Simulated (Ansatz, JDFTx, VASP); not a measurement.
# GaAs: programs and potentials compared

The starting cell:

```xyz
2
Lattice="0.0000 2.8268 2.8268 2.8268 0.0000 2.8268 2.8268 2.8268 0.0000" Properties=species:S:1:pos:R:3 pbc="T T T"
As    4.2403    4.2403    4.2403
Ga    0.0000    0.0000    0.0000
```

Alike in all runs: task relaxation of cell and atoms; functional PBE; dispersion D3(BJ); k mesh 8 × 8 × 8; occupations fermi-dirac, width 0.05 eV; no spin polarisation; no spin-orbit coupling.

```csv
program and potentials,plane-wave cutoff (eV),notes,equilibrium volume (Å³/atom)
"VASP, PBE PAW files As, Ga_d, 600 eV",600,9 valence electrons an atom on average,22.91
"Ansatz, all-electron LAPW, scalar-relativistic",-,-,22.85
"JDFTx, PseudoDojo-SR-PBE-0.5-standard",1143,14 valence electrons an atom on average,22.88
```

The equilibrium volume spans 22.85 (Ansatz, all-electron LAPW, scalar-relativistic) to 22.91 Å³/atom (VASP, PBE PAW files As, Ga_d, 600 eV), with all-electron results at 22.85. Relaxations stop with a little pressure left, so the last digit of a volume isn't settled.

Differences between rows come from potentials, basis sets and numerical settings, since the functional is the same but for its coding. Runs on potential files found faulty are left out.

The three equilibrium volumes, from 22.85 to 22.91 Å³/atom, agree closely, and their order carries little meaning at this spacing. Both pseudised calculations reproduce the all-electron volume well, although they divide core from valence differently: the electron counts imply that Ga 3d is valence in both, while As 3d is valence only in the JDFTx set. The close match suggests that freezing As 3d matters little for the volume. That is physically reasonable, since the larger nuclear charge of As pulls its 3d shell deeper and makes it more compact than that of Ga, leaving the polar covalent Ga–As bonds to the 4s and 4p electrons. The comparison doesn't isolate this effect, however, because the potentials also differ in construction.

PBE alone is known to overestimate the lattice constant of GaAs, and the pairwise dispersion attraction counteracts this, so a realistic volume here would partly reflect compensation between the two terms. Agreement on the volume also doesn't establish equal accuracy for the band gap, which is far more sensitive to the description of the electronic states.
